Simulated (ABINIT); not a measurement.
HfB2, 3 atoms in the cell. Symmetry: P6/mmm, No. 191, hexagonal system. Conventional cell: a = 3.140 Å, b = 3.140 Å, c = 3.480 Å, α = 90.00°, β = 90.00°, γ = 120.00°. Hf (site symmetry 6/mmm) is surrounded by 12 B at 2.51 Å. B (site symmetry -6m2) is surrounded by 3 B at 1.81 Å. 

```yaml
Program: ABINIT 10.8.3 (patched build)
Task: relaxation of cell and atoms
Functional: PBE
Potentials_or_basis: JTH PAW PBE v2.0
Cutoff: 517 eV
k_mesh: 10 × 10 × 8
Occupations: fermi-dirac, width 0.05 eV
Spin: no spin polarisation
Target_pressure: 30 GPa
Cell_freedom_optcell: 2
Cutoff_smearing_ecutsm_Ha: 0.5
Optimiser_ionmov: 2
Force_stop_Ha/bohr: 0.0001
Fine-grid_cutoff: 1034.03 eV
```

Potentials or basis: JTH PAW PBE v2.0.

Run with:

```bash
$ abinit run.abi > log 2>&1
```

Hardware: 1 thread of Arm Neoverse V2 (shared host).

Problem. Estimate the wall time of this run.

Solution. Wall time 85 s on 1 thread of Arm Neoverse V2 (shared host), peak memory 0.14 GiB. Counts: scf iterations 37, mpi ranks 1, k points 70, bands 13, plane waves 1016, ion steps 5.
